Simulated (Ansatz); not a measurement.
**Platinum, simple cubic under PBE: structure, energy and stiffness, part 1 of 2**

What does PBE give for platinum in the simple cubic structure? We relax it, solve it on a dense k-mesh, then scale the cell to 7 volumes from 88 to 112 % of the relaxed one and try a fit of the equation of state. The start is ferromagnetic. The k-meshes are 12×12×12 for the relaxation; 20×20×20 for the dense run; 13×13×13 for the volumes.

This is Pt in the simple cubic structure; at room conditions it is fcc.

Program: Ansatz 0.2.0. Level of theory: DFT PBE, plane waves (420 eV) with PAW, scalar-relativistic. These are calculated values, not measurements.

**1. The starting structure**

Symmetry: Pm-3m, No. 221, cubic system. Conventional cell: a = 2.536 Å, b = 2.536 Å, c = 2.536 Å, α = 90.00°, β = 90.00°, γ = 90.00°. Pt (site symmetry m-3m) is surrounded by 6 Pt at 2.54 Å.

As a file:

```cif
data_structure
_symmetry_space_group_name_H-M 'Pm-3m'
_symmetry_Int_Tables_number 221
_cell_length_a 2.5356
_cell_length_b 2.5356
_cell_length_c 2.5356
_cell_angle_alpha 90.000
_cell_angle_beta 90.000
_cell_angle_gamma 90.000
_cell_volume 16.30
loop_
_atom_site_label
_atom_site_type_symbol
_atom_site_symmetry_multiplicity
_atom_site_Wyckoff_symbol
_atom_site_fract_x
_atom_site_fract_y
_atom_site_fract_z
_atom_site_occupancy
Pt1 Pt 1 a 0.00000 0.00000 0.00000 1
```

The atoms start with moments of +1 μB.

**2. Geometry optimisation**

input.yaml reads:

```yaml
crystal:
  lattice:
    - [2.5356188197, 0.0, 0.0]
    - [0.0, 2.5356188197, 0.0]
    - [0.0, 0.0, 2.5356188197]
  atoms:
    - { symbol: Pt, position: [0.0, 0.0, 0.0], spin: 1.0 }
hamiltonian:
  xc: pbe
  pseudopotentials:
    kind: paw
    azcp:
      Pt: "pseudopotentials/Pt.paw.azcp"
basis:
  ecutwfc: 420
  fft_grid_basis: typed
kpoints:
  mp_grid: { grid: [12, 12, 12], shift: [0, 0, 0] }
magnetization:
  spin_polarized: true
scf:
  occupations: { method: fermi_dirac, width: 0.05 }
relax:
  max_steps: 60
  f_tol: 0.01
  cell: {}
```

On the command line:

```bash
$ ansatz run input.yaml --threads 2 --pin off --max-ram 6144MiB --backend cpu --events-out ev --progress --plain --runs-dir out
```

Log:

```text
Warning: RAYON_NUM_THREADS=2 ignored (pool sized by the plan → 2); use --threads N
Engine: ansatz 0.2.0, x86_64-unknown-linux-gnu
Pseudopotentials: kind: paw
Pseudopotential: Pt, paw, valence charge 18, recommended cutoff 420 eV (normal), <dir>
Functional definition: PBE
  parameter kappa = 0.804
  parameter beta = 0.06672455060314922
  exchange = pbe_x(kappa = kappa, mu = beta*pi^2/3)
  correlation = pbe_c(beta = beta)
Crystal: 1 atoms, lattice volume = 16.302 Å³
Basis set: ecut = 420 eV, 305 PW (Γ), exchange–correlation on 36×36×36 points (8 copies of the dense FFT grid, shifted against one another)
Bands: 14, of which v1, the nominal top of the filled ones, is band 9 counted from 1 (8 counted from 0)
Symmetry: 48 space group operations
Space group: Pm-3m (ITA 221), of the structure as read, at distance tolerance 2.5e-5 Å
Magnetic group: BNS 221.92 (UNI 1594), of the structure as read, at distance tolerance 2.5e-5 Å
k-points: 84 of 1728
Non-local potential: Pt, projectors of the file, l = 0: 3, l = 1: 2, l = 2: 2, l = 3: 1
PAW form: soft (Blöchl's): semilocal exchange-correlation on the pseudo side does not see the compensation charge
PAW one-centre angular grid: Pt, 590 points (default); XC on 64 Gauss nodes
Initial density: superposition of atomic densities (chi_scale 0.1, normalization cell)
Starting moments: Σ|m| = 1 μB on 1 of 1 site
Initial wavefunctions: pseudopotential atomic-orbital guess
Functional: x = pbe(κ = 0.804, μ = 0.2195149727645171), c = pbe(β = 0.06672455060314922)
SCF iter   1: F=—  HF=-12522.406981 eV  |F-HF|=—  |Δ(HF+E_count)|=         —  Δρ=4.92e-2 (↑4.92e-2 ↓2.88e-2)  dr2=6.82e-1  dr2_m=5.10e-2  M=0.548 μB ∫|m|=0.555 μB  β_m=0.30  ethr=3.10e-3  ⟨swp⟩=4.9  Hψ=12179  notcnv=0
Mixer restart at iter 1: flushing history
preconditioner: auto → none  [metal: Δε(μ)=0.024 eV  Ē_g=15.983 eV  σ=0.050 eV  W_gap=0.12  n_scr=6 (ndim 8)  ℏωp=29.1 eV  f_vac=0.000  D(μ)=0.99/eV (n_scr^D=6)  sad-step TF]
SCF iter   2: F=—  HF=-12522.368269 eV  |F-HF|=—  |Δ(HF+E_count)|=   3.87e-2  Δρ=3.69e-2 (↑3.69e-2 ↓2.03e-2)  dr2=3.41e-1  dr2_m=3.55e-2  M=0.490 μB ∫|m|=0.500 μB  β_m=0.65  ethr=3.10e-3  ⟨swp⟩=2.0  Hψ=4237  notcnv=0  defer=43
SCF iter   3: F=—  HF=-12522.401676 eV  |F-HF|=—  |Δ(HF+E_count)|=   3.34e-2  Δρ=8.80e-3 (↑8.80e-3 ↓8.25e-3)  dr2=1.31e-3  dr2_m=1.02e-2  M=0.280 μB ∫|m|=0.293 μB  β_m=0.82  ethr=1.89e-3  ⟨swp⟩=2.1  Hψ=3886  notcnv=0  defer=77
SCF iter   4: F=—  HF=-12522.448274 eV  |F-HF|=—  |Δ(HF+E_count)|=         —  Δρ=1.18e-2 (↑1.18e-2 ↓1.13e-2)  dr2=1.09e-4  dr2_m=1.98e-2  M=0.037 μB ∫|m|=0.042 μB  β_m=0.82  ethr=7.30e-6  ⟨swp⟩=2.1  Hψ=5156  notcnv=0  defer=79
Mixer restart at iter 4: flushing history
SCF iter   5: F=—  HF=-12522.445697 eV  |F-HF|=—  |Δ(HF+E_count)|=   2.58e-3  Δρ=3.92e-3 (↑3.31e-3 ↓3.92e-3)  dr2=1.00e-4  dr2_m=1.94e-3  M=0.013 μB ∫|m|=0.015 μB  β_m=0.91  ethr=6.08e-7  ⟨swp⟩=2.1  Hψ=3899  notcnv=0  defer=80
SCF iter   6: F=—  HF=-12522.445682 eV  |F-HF|=—  |Δ(HF+E_count)|=   1.47e-5  Δρ=9.43e-4 (↑9.43e-4 ↓7.14e-4)  dr2=4.39e-4  dr2_m=4.30e-6  M=0.001 μB ∫|m|=0.001 μB  β_m=0.68  ethr=5.56e-7  ⟨swp⟩=2.1  Hψ=3890  notcnv=0  defer=80
SCF iter   7: F=—  HF=-12522.445498 eV  |F-HF|=—  |Δ(HF+E_count)|=   1.84e-4  Δρ=1.10e-4 (↑1.06e-4 ↓1.10e-4)  dr2=7.45e-8  dr2_m=1.69e-6  M=0.001 μB ∫|m|=0.001 μB  β_m=0.84  ethr=5.56e-7  ⟨swp⟩=2.0  Hψ=3729  notcnv=0  defer=80
SCF iter   8: F=—  HF=-12522.445388 eV  |F-HF|=—  |Δ(HF+E_count)|=   1.10e-4  Δρ=8.03e-6 (↑8.03e-6 ↓6.70e-6)  dr2=5.20e-9  dr2_m=5.17e-9  M=-0.000 μB ∫|m|=0.000 μB  β_m=0.92  ethr=4.14e-10  ⟨swp⟩=3.1  Hψ=4558  notcnv=0  defer=80
SCF iter   9: F=—  HF=-12522.445388 eV  |F-HF|=—  |Δ(HF+E_count)|=   1.84e-8  Δρ=1.52e-6 (↑1.26e-6 ↓1.52e-6)  dr2=4.67e-10  dr2_m=1.76e-10  M=-0.000 μB ∫|m|=0.000 μB  β_m=0.96  ethr=2.89e-11  ⟨swp⟩=2.0  Hψ=3209  notcnv=0  defer=80
SCF iter  10: F=-12522.445388 eV  HF=-12522.445388 eV  |F-HF|=0.00e0  |Δ(HF+E_count)|=  9.17e-10  Δρ=2.42e-7 (↑1.02e-7 ↓2.42e-7)  dr2=5.85e-12  dr2_m=3.87e-12  M=-0.000 μB ∫|m|=0.000 μB  ethr=2.60e-12  ⟨swp⟩=1.0  Hψ=6183  notcnv=0
WARN: the starting moments were not kept: the SCF closed with an absolute magnetisation of 2.1e-6 μB, where they sum to 1 μB in size (1 site). That is at most 0.1 of that sum. Measured as dr2_m measures the in/out step, that magnetisation stands 1.1e-12 eV from none, at or under the dr2_threshold of 1.0e-7 eV: it is no larger than a step whose dr2_m would equal this threshold. The system may hold no moment; this SCF shows only that its start led to no more than that. To try another start: raise the starting moments (crystal.atoms[].spin, magnetization.per_species, magnetization.initial_magnetization, or on a non-collinear deck that types none of these the spinor_matrix: blocks that start its atoms; where the total moment is fixed, keep their sum and leave initial_magnetization as it is; typed ones take the place of any that the run laid by itself, positive ones on a crystal's lanthanoids without a Hubbard term where scf.initial_density.shell_occupations: [] is typed) or, if the notice of its spin-set hold's release reads "site moments contracting" or "site moments show no strong build", lengthen the hold (scf.mixing.spin_hold: { on: { confirm: 4 } }; for m-r²SCAN on two components see the key's manual first). Each may lead to a state that holds a moment. A second SCF, from the converged charge density, with the starting moments and any scf.initial_density.shell_occupations laid on it anew, would have followed, and was not run: the deck does not ask for one (magnetization.retry_lost_moments is false, the default). To let it run, set magnetization.retry_lost_moments: true and run the deck again, where that key's refused combinations let it; where memory then withholds it, that run's warning says so.
SCF 1 converged in 10 iterations: F = -12522.445388 eV  dr2 = 5.85e-12
relax step   1: F+E_penalty+E_count = -12522.44538837 eV  Δ(F+E_penalty+E_count) = +0.000e0 eV  max|allowed force component| = 0.000e0 eV/Å  Δτ_max = 0.0000 Å  P = +25.330 GPa  Ω = 16.302 Å³  (10 SCF iters, dr2 threshold 1.00e-7 eV, accepted)
Crystal: 1 atoms, lattice volume = 18.805 Å³
Basis set: ecut = 420 eV, 365 PW (Γ), exchange–correlation on 36×36×36 points (8 copies of the dense FFT grid, shifted against one another)
Initial density: handed on by an earlier stage of this run
Starting moments: Σ|m| = 1 μB on 1 of 1 site; this step starts from the density that it was given
Initial wavefunctions: those handed on with the density
iter 1 solved again at ethr=8.06e-5 eV; its pass at ethr=3.10e-3 eV (dr2=1.45e-2 eV) is discarded
SCF iter   1: F=—  HF=-12522.556264 eV  |F-HF|=—  |Δ(HF+E_count)|=         —  Δρ=7.10e-3 (↑7.10e-3 ↓4.44e-3)  dr2=1.50e-2  dr2_m=1.50e-3  M=-0.076 μB ∫|m|=0.076 μB  β_m=0.30  ethr=8.06e-5  ⟨swp⟩=1.0  Hψ=16014  notcnv=0
preconditioner: auto → none  [metal: Δε(μ)=0.020 eV  Ē_g=14.550 eV  σ=0.050 eV  W_gap=0.10  n_scr=6 (ndim 8)  ℏωp=27.1 eV  f_vac=0.000  D(μ)=1.35/eV (n_scr^D=18)]
SCF iter   2: F=—  HF=-12522.551278 eV  |F-HF|=—  |Δ(HF+E_count)|=   4.99e-3  Δρ=4.99e-3 (↑4.99e-3 ↓2.75e-3)  dr2=2.96e-3  dr2_m=1.18e-3  M=-0.058 μB ∫|m|=0.058 μB  β_m=0.42  ethr=8.06e-5  ⟨swp⟩=2.1  Hψ=3020  notcnv=0
SCF iter   3: F=—  HF=-12522.553048 eV  |F-HF|=—  |Δ(HF+E_count)|=   1.77e-3  Δρ=2.59e-3 (↑2.59e-3 ↓2.24e-3)  dr2=3.20e-4  dr2_m=7.71e-4  M=-0.032 μB ∫|m|=0.032 μB  β_m=0.67  ethr=1.65e-5  ⟨swp⟩=1.0  Hψ=2370  notcnv=0
SCF iter   4: F=—  HF=-12522.554784 eV  |F-HF|=—  |Δ(HF+E_count)|=         —  Δρ=1.12e-3 (↑7.61e-4 ↓1.12e-3)  dr2=4.61e-5  dr2_m=1.48e-4  M=-0.006 μB ∫|m|=0.006 μB  β_m=0.67  ethr=1.78e-6  ⟨swp⟩=2.2  Hψ=3690  notcnv=0
Mixer restart at iter 4: flushing history
SCF iter   5: F=—  HF=-12522.554821 eV  |F-HF|=—  |Δ(HF+E_count)|=   3.75e-5  Δρ=5.25e-4 (↑5.25e-4 ↓4.32e-4)  dr2=5.84e-6  dr2_m=3.77e-5  M=-0.003 μB ∫|m|=0.003 μB  β_m=0.83  ethr=2.56e-7  ⟨swp⟩=2.0  Hψ=3346  notcnv=0
SCF iter   6: F=—  HF=-12522.554834 eV  |F-HF|=—  |Δ(HF+E_count)|=   1.30e-5  Δρ=3.07e-4 (↑1.49e-4 ↓3.07e-4)  dr2=3.54e-5  dr2_m=2.32e-6  M=-0.001 μB ∫|m|=0.001 μB  β_m=0.69  ethr=3.25e-8  ⟨swp⟩=2.0  Hψ=3888  notcnv=0
SCF iter   7: F=—  HF=-12522.554822 eV  |F-HF|=—  |Δ(HF+E_count)|=   1.27e-5  Δρ=1.25e-5 (↑1.25e-5 ↓1.06e-5)  dr2=2.25e-8  dr2_m=1.53e-8  M=-0.000 μB ∫|m|=0.000 μB  β_m=0.84  ethr=3.25e-8  ⟨swp⟩=2.0  Hψ=3766  notcnv=0
iter 8 did not close the SCF: its close was put off for a magnetic moment that had not settled (scf_convergence_deferred on its scf_iter line)
SCF iter   8: F=-12522.554822 eV  HF=-12522.554822 eV  |F-HF|=9.79e-10  |Δ(HF+E_count)|=   5.48e-8  Δρ=1.94e-6 (↑1.94e-6 ↓1.20e-6)  dr2=1.55e-9  dr2_m=1.42e-10  M=0.000 μB ∫|m|=0.000 μB  β_m=0.92  ethr=1.25e-10  ⟨swp⟩=1.4  Hψ=7021  notcnv=0
SCF iter   9: F=-12522.554822 eV  HF=-12522.554822 eV  |F-HF|=4.91e-11  |Δ(HF+E_count)|=  1.44e-10  Δρ=4.18e-7 (↑4.18e-7 ↓2.02e-7)  dr2=7.05e-11  dr2_m=3.73e-12  M=-0.000 μB ∫|m|=0.000 μB  ethr=8.60e-12  ⟨swp⟩=1.0  Hψ=6147  notcnv=0
the starting moments were not kept: the SCF closed with an absolute magnetisation of 2.1e-6 μB, where they sum to 1 μB in size (1 site). That is at most 0.1 of that sum. Measured as dr2_m measures the in/out step, that magnetisation stands 1.2e-12 eV from none, at or under the dr2_threshold of 1.0e-7 eV: it is no larger than a step whose dr2_m would equal this threshold.
SCF 2 converged in 9 iterations: F = -12522.554822 eV  dr2 = 7.05e-11
relax step   2: F+E_penalty+E_count = -12522.55482177 eV  Δ(F+E_penalty+E_count) = -1.094e-1 eV  max|allowed force component| = 0.000e0 eV/Å  Δτ_max = 0.0000 Å  P = -6.637 GPa  Ω = 18.805 Å³  energy of the carried Pulay correction = -1.259e-3 eV  (9 SCF iters, dr2 threshold 1.00e-7 eV, accepted)
Crystal: 1 atoms, lattice volume = 18.224 Å³
iter 1 solved again at ethr=5.22e-6 eV; its pass at ethr=3.10e-3 eV (dr2=9.39e-4 eV) is discarded
SCF iter   1: F=—  HF=-12522.570262 eV  |F-HF|=—  |Δ(HF+E_count)|=         —  Δρ=1.62e-3 (↑1.62e-3 ↓9.89e-4)  dr2=8.28e-4  dr2_m=6.70e-5  M=0.015 μB ∫|m|=0.015 μB  β_m=0.65  ethr=5.22e-6  ⟨swp⟩=1.3  Hψ=15417  notcnv=0
preconditioner: auto → none  [metal: Δε(μ)=0.010 eV  Ē_g=14.821 eV  σ=0.050 eV  W_gap=0.05  n_scr=0 (ndim 8)  ℏωp=27.5 eV  f_vac=0.000  D(μ)=1.35/eV (n_scr^D=18)]
SCF iter   2: F=—  HF=-12522.569953 eV  |F-HF|=—  |Δ(HF+E_count)|=   3.09e-4  Δρ=8.79e-4 (↑7.11e-4 ↓8.79e-4)  dr2=1.54e-4  dr2_m=4.83e-5  M=0.007 μB ∫|m|=0.007 μB  β_m=0.43  ethr=4.60e-6  ⟨swp⟩=2.0  Hψ=3170  notcnv=0
SCF iter   3: F=—  HF=-12522.569968 eV  |F-HF|=—  |Δ(HF+E_count)|=   1.49e-5  Δρ=5.37e-4 (↑5.37e-4 ↓4.70e-4)  dr2=1.30e-5  dr2_m=3.27e-5  M=0.006 μB ∫|m|=0.006 μB  β_m=0.70  ethr=8.57e-7  ⟨swp⟩=2.5  Hψ=3503  notcnv=0
SCF iter   4: F=—  HF=-12522.570058 eV  |F-HF|=—  |Δ(HF+E_count)|=         —  Δρ=2.25e-4 (↑1.06e-4 ↓2.25e-4)  dr2=5.06e-6  dr2_m=4.13e-6  M=0.001 μB ∫|m|=0.001 μB  β_m=0.70  ethr=7.20e-8  ⟨swp⟩=2.2  Hψ=3689  notcnv=0
Mixer restart at iter 4: flushing history
SCF iter   5: F=—  HF=-12522.570068 eV  |F-HF|=—  |Δ(HF+E_count)|=   1.05e-5  Δρ=8.01e-5 (↑8.01e-5 ↓7.88e-5)  dr2=2.80e-7  dr2_m=8.83e-7  M=0.000 μB ∫|m|=0.000 μB  β_m=0.79  ethr=2.81e-8  ⟨swp⟩=2.1  Hψ=3438  notcnv=0
SCF iter   6: F=—  HF=-12522.570073 eV  |F-HF|=—  |Δ(HF+E_count)|=   4.84e-6  Δρ=5.68e-5 (↑2.43e-5 ↓5.68e-5)  dr2=1.16e-6  dr2_m=8.26e-8  M=0.000 μB ∫|m|=0.000 μB  β_m=0.70  ethr=1.55e-9  ⟨swp⟩=2.0  Hψ=3836  notcnv=0
SCF iter   7: F=—  HF=-12522.570075 eV  |F-HF|=—  |Δ(HF+E_count)|=   1.57e-6  Δρ=9.21e-6 (↑9.21e-6 ↓8.08e-6)  dr2=5.52e-8  dr2_m=3.27e-10  M=-0.000 μB ∫|m|=0.000 μB  β_m=0.85  ethr=1.55e-9  ⟨swp⟩=2.0  Hψ=3770  notcnv=0
iter 8 did not close the SCF: its close was put off for a magnetic moment that had not settled (scf_convergence_deferred on its scf_iter line)
SCF iter   8: F=-12522.570075 eV  HF=-12522.570075 eV  |F-HF|=1.42e-8  |Δ(HF+E_count)|=   5.14e-7  Δρ=5.97e-6 (↑3.75e-6 ↓5.97e-6)  dr2=1.84e-8  dr2_m=3.65e-10  M=-0.000 μB ∫|m|=0.000 μB  β_m=0.91  ethr=3.07e-10  ⟨swp⟩=2.0  Hψ=8204  notcnv=0
SCF iter   9: F=-12522.570075 eV  HF=-12522.570075 eV  |F-HF|=4.06e-10  |Δ(HF+E_count)|=   5.09e-9  Δρ=1.00e-6 (↑6.29e-7 ↓1.00e-6)  dr2=5.19e-10  dr2_m=9.27e-12  M=-0.000 μB ∫|m|=0.000 μB  ethr=1.02e-10  ⟨swp⟩=1.9  Hψ=6795  notcnv=0
the starting moments were not kept: the SCF closed with an absolute magnetisation of 4.0e-6 μB, where they sum to 1 μB in size (1 site). That is at most 0.1 of that sum. Measured as dr2_m measures the in/out step, that magnetisation stands 8.4e-12 eV from none, at or under the dr2_threshold of 1.0e-7 eV: it is no larger than a step whose dr2_m would equal this threshold.
SCF 3 converged in 9 iterations: F = -12522.570075 eV  dr2 = 5.19e-10
relax step   3: F+E_penalty+E_count = -12522.57007533 eV  Δ(F+E_penalty+E_count) = -1.525e-2 eV  max|allowed force component| = 0.000e0 eV/Å  Δτ_max = 0.0000 Å  P = -1.459 GPa  Ω = 18.224 Å³  energy of the carried Pulay correction = -9.833e-4 eV  (9 SCF iters, dr2 threshold 1.00e-7 eV, accepted)
[... 12 lines left out ...]
relax step   4: F+E_penalty+E_count = -12522.57081098 eV  Δ(F+E_penalty+E_count) = -7.357e-4 eV  max|allowed force component| = 0.000e0 eV/Å  Δτ_max = 0.0000 Å  P = +0.128 GPa  Ω = 18.067 Å³  energy of the carried Pulay correction = -9.070e-4 eV  (7 SCF iters, dr2 threshold 1.00e-7 eV, accepted)
[... 11 lines left out ...]
relax step   5: F+E_penalty+E_count = -12522.57080979 eV  Δ(F+E_penalty+E_count) = +1.192e-6 eV  max|allowed force component| = 0.000e0 eV/Å  Δτ_max = 0.0000 Å  P = -0.002 GPa  Ω = 18.080 Å³  energy of the carried Pulay correction = -9.132e-4 eV  (5 SCF iters, dr2 threshold 4.10e-8 eV, accepted)
Initial wavefunctions: pseudopotential atomic-orbital guess (no wavefunctions were taken with the density)
iter 1 solved again at ethr=2.01e-8 eV; its pass at ethr=3.10e-3 eV (dr2=3.61e-6 eV) is discarded
SCF iter   1: F=—  HF=-12522.571446 eV  |F-HF|=—  |Δ(HF+E_count)|=         —  Δρ=1.43e-4 (↑1.43e-4 ↓1.43e-4)  dr2=2.62e-6  dr2_m=9.01e-12  M=-0.000 μB ∫|m|=0.000 μB  β_m=0.65  ethr=2.01e-8  ⟨swp⟩=2.9  Hψ=18742  notcnv=0
preconditioner: auto → none  [metal: Δε(μ)=0.010 eV  Ē_g=14.910 eV  σ=0.050 eV  W_gap=0.05  n_scr=0 (ndim 8)  ℏωp=27.6 eV  f_vac=0.000  D(μ)=1.34/eV (n_scr^D=18)]
SCF iter   2: F=—  HF=-12522.571463 eV  |F-HF|=—  |Δ(HF+E_count)|=   1.65e-5  Δρ=5.51e-5 (↑5.51e-5 ↓5.50e-5)  dr2=8.15e-7  dr2_m=2.64e-12  M=-0.000 μB ∫|m|=0.000 μB  β_m=0.43  ethr=1.46e-8  ⟨swp⟩=2.0  Hψ=3834  notcnv=0
SCF iter   3: F=—  HF=-12522.571463 eV  |F-HF|=—  |Δ(HF+E_count)|=   8.08e-7  Δρ=3.81e-5 (↑3.81e-5 ↓3.81e-5)  dr2=1.32e-7  dr2_m=1.94e-12  M=-0.000 μB ∫|m|=0.000 μB  β_m=0.65  ethr=4.53e-9  ⟨swp⟩=2.3  Hψ=3153  notcnv=0
SCF iter   4: F=—  HF=-12522.571465 eV  |F-HF|=—  |Δ(HF+E_count)|=   1.91e-6  Δρ=2.20e-6 (↑2.20e-6 ↓2.14e-6)  dr2=3.65e-9  dr2_m=2.08e-13  M=-0.000 μB ∫|m|=0.000 μB  β_m=0.83  ethr=7.31e-10  ⟨swp⟩=2.1  Hψ=3232  notcnv=0
SCF iter   5: F=—  HF=-12522.571465 eV  |F-HF|=—  |Δ(HF+E_count)|=   2.49e-8  Δρ=1.07e-6 (↑1.07e-6 ↓1.05e-6)  dr2=8.91e-10  dr2_m=1.98e-14  M=-0.000 μB ∫|m|=0.000 μB  β_m=0.91  ethr=2.03e-11  ⟨swp⟩=2.2  Hψ=3391  notcnv=0
SCF iter   6: F=—  HF=-12522.571465 eV  |F-HF|=—  |Δ(HF+E_count)|=   5.04e-7  Δρ=1.64e-7 (↑1.64e-7 ↓1.61e-7)  dr2=5.12e-12  dr2_m=6.28e-15  M=0.000 μB ∫|m|=0.000 μB  β_m=0.96  ethr=4.95e-12  ⟨swp⟩=2.0  Hψ=3715  notcnv=0
SCF iter   7: F=—  HF=-12522.571465 eV  |F-HF|=—  |Δ(HF+E_count)|=  1.82e-11  Δρ=8.53e-8 (↑8.50e-8 ↓8.53e-8)  dr2=6.18e-12  dr2_m=9.93e-18  M=0.000 μB ∫|m|=0.000 μB  β_m=0.96  ethr=1.00e-12  ⟨swp⟩=1.0  Hψ=2352  notcnv=0
SCF iter   8: F=-12522.571465 eV  HF=-12522.571465 eV  |F-HF|=0.00e0  |Δ(HF+E_count)|=  1.46e-11  Δρ=7.04e-9 (↑7.04e-9 ↓7.04e-9)  dr2=6.06e-15  dr2_m=1.13e-17  M=0.000 μB ∫|m|=0.000 μB  ethr=1.00e-12  ⟨swp⟩=3.9  Hψ=8785  notcnv=0
the starting moments were not kept: the SCF closed with an absolute magnetisation of 4.5e-9 μB, where they sum to 1 μB in size (1 site). That is at most 0.1 of that sum. Measured as dr2_m measures the in/out step, that magnetisation stands 1.0e-17 eV from none, at or under the dr2_threshold of 1.0e-11 eV: it is no larger than a step whose dr2_m would equal this threshold.
SCF 6 converged in 8 iterations: F = -12522.571465 eV  dr2 = 6.06e-15
relax step   6: F+E_penalty+E_count = -12522.57146493 eV  Δ(F+E_penalty+E_count) = -6.551e-4 eV  max|allowed force component| = 0.000e0 eV/Å  Δτ_max = 0.0000 Å  P = -0.036 GPa  Ω = 18.080 Å³  stress off target by 3.60e-2 GPa  SCF on the basis re-selected at this cell (its energy is not comparable with the rows above)  (8 SCF iters)
basis re-selected at this cell: Δ(F+E_penalty+E_count) = -6.551e-4 eV, ΔP = -0.034 GPa vs the last step (what re-selecting the basis moved, of the pressure what is left beyond the Pulay correction that the steps carried, after the strain that the cell walked since its last selection, with what the two solves' SCF thresholds leave and, on support functions, any second-order correction that the steps lacked; it is no measure of the basis error at this ecutwfc). This SCF's stress stands 3.60e-2 GPa from its target on what of the cell is left free (relax.cell.stress_tol is 5.00e-2 GPa) and its largest allowed force component is 0.00e0 eV/Å (relax.f_tol is 1.00e-2 eV/Å): within both
SCF converged after 8 iterations
Magnetization: 0.0000 μB (9.0000 up, 9.0000 down)
Absolute magnetization: 0.0000 μB (∫|ρ↑−ρ↓|, with the PAW one-centre terms)
Spin contamination: 0.0000 ħ² per cell (⟨S²⟩ above its minimum at these occupations)
Per-site moments (μB) at R_I (Å): [(4.236712852772768e-9, 1.082647674010037)]
Free energy (F): -12522.571465 eV
Harris-Foulkes:  -12522.571465 eV  (|F-HF|=0.00e0)
Internal energy: -12522.560576 eV  (E = F + TS)
E sigma→0 (E₀):  -12522.566021 eV
Entropy (-TS):   -0.010889 eV (-10.889 meV/atom)
Fermi energy:    18.251596 eV
--- Per-component energies (eV) ---
  E_band       = -210.137420
  E_kinetic    = 637.336458
  E_local      = -1789.314757  (includes V_loc(G=0)·N_el)
  E_nonlocal   = 200.247520
  E_hartree    = 666.553364
  E_xc         = -261.194286
  E_vxc        = -301.989917  (∫ρ·V_xc dr)
  E_paw        = -9454.401547  (= ΣΔE_a)
  E_vpaw       = -289.523651  (= ΣTr[D̂ρ^β])
  E_aug_tail   = 0.000199  (compensation charges beyond the density's cutoff)
  E_ewald      = -2521.787527
  E_smearing   = -0.010889  (= −TS)
  E_closure    = 0.000000  (closes the sum)
  Σ components = -12522.571465   (vs F -12522.571465, Δ=0.00e0)
--- Forces (eV/Å), atoms counted from 1 ---
  atom   1  Pt    -0.00000000     0.00000000    -0.00000000
  max |Σ_I F_I| component: 1.23e-32 eV/Å
--- Stress (GPa, compression-positive) ---
       -0.036028       0.000000       0.000000
        0.000000      -0.036028      -0.000000
        0.000000      -0.000000      -0.036028
  P = ⅓ Tr σ = -0.0360 GPa (-0.360 kbar)
--- Relaxed structure (5 steps of the walk, 5 accepted, 1 SCFs on fresh bases) ---
  F+E_penalty+E_count = -12522.57146493 eV   max|allowed force component| = 0.000e0 eV/Å   (the final SCF, on the basis selected at the relaxed cell)
  cell:  # Å, volume = 18.0796 Å³
    - [2.624600421842514, 7.446929118297312e-33, -5.135813185032629e-34]
    - [7.446929118297312e-33, 2.624600421842514, 0.0]
    - [-5.135813185032629e-34, 0.0, 2.624600421842514]
  atoms:
    - { symbol: Pt, position: [0.0, 0.0, 0.0] }
```

Run time: 7.3 s. Hardware: 2 threads of Intel Xeon Platinum 8375C at 2.90GHz (Ice Lake), shared host; peak memory 0.35 GiB.

The steps of the relaxation:

| step | energy change (meV/atom) | largest force (eV/Å) | pressure (GPa) | volume (Å³/atom) |
| --- | --- | --- | --- | --- |
| 1 | 0.00 | 0.0000 | 25.33 | 16.302 |
| 2 | -109.43 | 0.0000 | -6.64 | 18.805 |
| 3 | -124.69 | 0.0000 | -1.46 | 18.224 |
| 4 | -125.42 | 0.0000 | 0.13 | 18.067 |
| 5 | -125.42 | 0.0000 | 0.00 | 18.080 |
| 6 | -126.08 | 0.0000 | -0.04 | 18.080 |

Steps that repeat a cell are solved on a basis chosen anew, so their changes of energy are no gain of the relaxation.

The cell of the run, before and after:

|  | before | after | change |
| --- | --- | --- | --- |
| a (Å) | 2.536 | 2.625 | +3.5 % |
| b (Å) | 2.536 | 2.625 | +3.5 % |
| c (Å) | 2.536 | 2.625 | +3.5 % |
| volume (Å³/atom) | 16.302 | 18.080 | +10.9 % |
| shortest distance (Å) | 2.536 | 2.625 | +3.5 % |
| space group (spins left aside) | Pm-3m | Pm-3m | same |

(Continued in part 2 of 2.)
